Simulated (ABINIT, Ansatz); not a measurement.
## GaN: equilibrium volume by level of theory

It takes space group P6_3mc (No. 186, hexagonal). Conventional cell: a = 3.180 Å, b = 3.180 Å, c = 5.166 Å, α = 90.00°, β = 90.00°, γ = 120.00°. Ga (site symmetry 3m) has 4 N at 1.94 to 1.95 Å as nearest neighbours. N (site symmetry 3m) is surrounded by 4 Ga at 1.94 to 1.95 Å.

| rung | level | program and potentials | cutoff (eV) | k mesh | core time | chip | equilibrium volume (Å³/atom) | notes |
| --- | --- | --- | --- | --- | --- | --- | --- | --- |
| GGA + dispersion | PBEsol+D3(BJ)+ATM | Ansatz, Ansatz PAW | 420 | 10 × 10 × 5 | 16 s | Intel Xeon | (a) | potentials made for PBE, which Ansatz adapts in part |
| GGA + dispersion | RPBE+D3(BJ) | Ansatz, Ansatz PAW | 420 | 10 × 10 × 5 | 22 s | Arm Neoverse V2 | 10.84 | potentials made for PBE, which Ansatz adapts in part |
| LDA | SVWN5 | Ansatz, Ansatz PAW | 420 | 10 × 10 × 5 | 41 s | Arm Neoverse N1 | 11.04 | potentials made for PBE, which Ansatz adapts in part |
| GGA | PBE | Ansatz, Ansatz PAW | 420 | 10 × 10 × 5 | 47 s | Intel Xeon Skylake/Cascade Lake | 11.76 | - |
| GGA + dispersion | PBEsol+D4 | Ansatz, Ansatz PAW | 420 | 10 × 10 × 5 | 48 s | Intel Xeon Skylake/Cascade Lake | 11.18 | potentials made for PBE, which Ansatz adapts in part |
| GGA + dispersion | PBEsol+D3(BJ) | Ansatz, Ansatz PAW | 420 | 10 × 10 × 5 | 49 s | Intel Xeon Skylake/Cascade Lake | 11.18 | potentials made for PBE, which Ansatz adapts in part |
| GGA + dispersion | PBE+D4 | Ansatz, Ansatz PAW | 420 | 10 × 10 × 5 | 57 s | Intel Xeon Skylake/Cascade Lake | 11.40 | - |
| GGA | BLYP | Ansatz, Ansatz PAW | 420 | 10 × 10 × 5 | 63 s | Intel Xeon Skylake/Cascade Lake | 12.14 | potentials made for PBE, which Ansatz adapts in part |
| non-local van der Waals functional | rPW86-PBE+rVV10 | Ansatz, Ansatz PAW | 420 | 10 × 10 × 5 | 74 s | Intel Xeon Skylake/Cascade Lake | 11.94 | potentials made for PBE, which Ansatz adapts in part |
| hybrid | BHLYP | Ansatz, Ansatz PAW | 420 | 5 × 5 × 3 | 1.7 min | Arm Neoverse V2 | 11.32 | coarse mesh; potentials made for PBE, which Ansatz adapts in part |
| hybrid | r2SCANh | Ansatz, Ansatz PAW | 500 | 5 × 5 × 3 | 6.7 min | Intel Xeon Skylake/Cascade Lake | 11.28 | coarse mesh; potentials made for PBE, which Ansatz adapts in part |
| GGA | PBE | ABINIT, PseudoDojo NC SR PBE v0.4.1 standard | 1143 | 8 × 8 × 4 | 31 min | Intel Xeon Platinum 8259CL Skylake/Cascade Lake | (b) | - |

Times are single runs on shared hosts and different chips, so they are rough; meshes, cutoffs and the tasks' sizes weigh on the time. Task: relaxation of cell and atoms. All rows: no spin polarisation. Meshes differ between rows, which moves values too. Meshes are those of the run's cell of 4 atoms unless a note names another. Relaxations start from the cell shown or near it and stop with a little pressure left. Runs on faulty files, with rough fits or with known faults for this quantity aren't shown. No row holds spin-orbit coupling.

Problem. Estimate the values left out from the other rows.

Solution. (a) 11.21 Å³/atom; (b) 11.77 Å³/atom.
